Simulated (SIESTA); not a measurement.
Ge, 4 atoms in the cell. The typed cell holds 4 atoms: a = 3.998 Å, b = 3.998 Å, c = 6.599 Å, α = 90.00°, β = 90.00°, γ = 120.00°. This isn't the form of Ge at room conditions, which is diamond. The cell isn't the ideal one: atoms moved at random, drawn with an rms of 0.05 Å.

```yaml
Program: SIESTA 5.4.2
Task: single point
Functional: PBE
Potentials_or_basis: PseudoDojo 0.4 standard (PBE files)
Basis: DZP (energy shift 0.003 Ry; two zetas on semicore shells)
Grid_cutoff: 800 Ry
Energy_shift: 0.003 Ry
k_mesh: 8 × 8 × 4
Occupations: fermi-dirac, width 0.05 eV
Spin: no spin polarisation
```

Potentials or basis: PseudoDojo 0.4 standard (PBE files), DZP (energy shift 0.003 Ry; two zetas on semicore shells).

Run with:

```bash
$ siesta Ge.fdf > Ge.out 2>&1
```

Hardware: 1 thread of Arm Neoverse V1 (shared host).

How long does it take, and how much memory?

Run time: 120 s on 1 thread of Arm Neoverse V1, on a shared host, peak memory 0.51 GiB. Counts: scf iterations 9, k points 150, bands 92.
